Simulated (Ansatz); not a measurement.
ZnF2:

```xyz
6
Lattice="4.7048 0.0000 0.0000 0.0000 4.7048 0.0000 0.0000 0.0000 3.1338" Properties=species:S:1:pos:R:3 pbc="T T T"
Zn    2.3524    2.3524    1.5669
Zn    0.0000    0.0000    0.0000
F     3.7751    0.9297    1.5669
F     3.2821    3.2821    0.0000
F     0.9297    3.7751    1.5669
F     1.4227    1.4227    0.0000
```

Base run:

| Item | Value |
| --- | --- |
| Program | Ansatz 0.2.0 |
| Functional | LDA |
| Potentials or basis | Ansatz PAW |
| Cutoff | 420 eV (not typed: the program's choice for these potentials) |
| k mesh | 6 × 6 × 9 |
| Occupations | fermi-dirac, width 0.05 eV |
| Spin | no spin polarisation |

Its results: band gap on the k mesh 3.34 eV, direct; pressure -5.7 GPa; largest force 0.112 eV/Å.

Q: The run is repeated on the same cell with these changes: functional from LDA to PBEsol. What comes out?

A: Band gap on the k mesh 3.41 eV, direct; pressure 0.2 GPa; largest force 0.069 eV/Å.

PBEsol binds less tightly than LDA, so the same cell stands under more pressure.

Caveats: the PAW data sets come from PBE, with cores solved anew for the run's functional, which leaves a small shift of forces and pressure.
